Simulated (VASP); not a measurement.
A run of VASP 6.6.1 is set up as follows.

INCAR

```
ALGO = Normal ; EDIFF = 1E-6
EDIFFG = -0.01 ; ENCUT = 600
GGA = PS ; IBRION = 2
ISIF = 3 ; ISMEAR = 0
KPAR = 4 ; LASPH = T
LCHARG = F ; LREAL = F
LWAVE = F ; NELM = 80
NSW = 90 ; PREC = Accurate
SIGMA = 0.03
```

KPOINTS

```
k-points
0
Gamma
  14 14 14
```

The input POSCAR:

```
C
1.0
    0.0000000000      1.7833700000      1.7833700000
    1.7833700000      0.0000000000      1.7833700000
    1.7833700000      1.7833700000      0.0000000000
C
2
Direct
    0.0000000000      0.0000000000      0.0000000000
    0.2500000000      0.2500000000      0.2500000000
```

Potentials or basis: VASP PAW PBE potentials, release 64 (C).

Run with:

```console
$ cat potpaw_PBE.64/C/POTCAR > POTCAR
$ mpirun -np 4 vasp_std > vasp.out
```

(1) Predict the relaxed cell.

(2) What does it give for the relaxed volume?

Results:

(1) a = 2.514 Å, b = 2.514 Å, c = 2.514 Å, α = 60.00°, β = 60.00°, γ = 60.00°.

(2) 5.62 Å³/atom.

Caveat: the PAW data sets were made with another functional, which shifts forces and pressure a little.
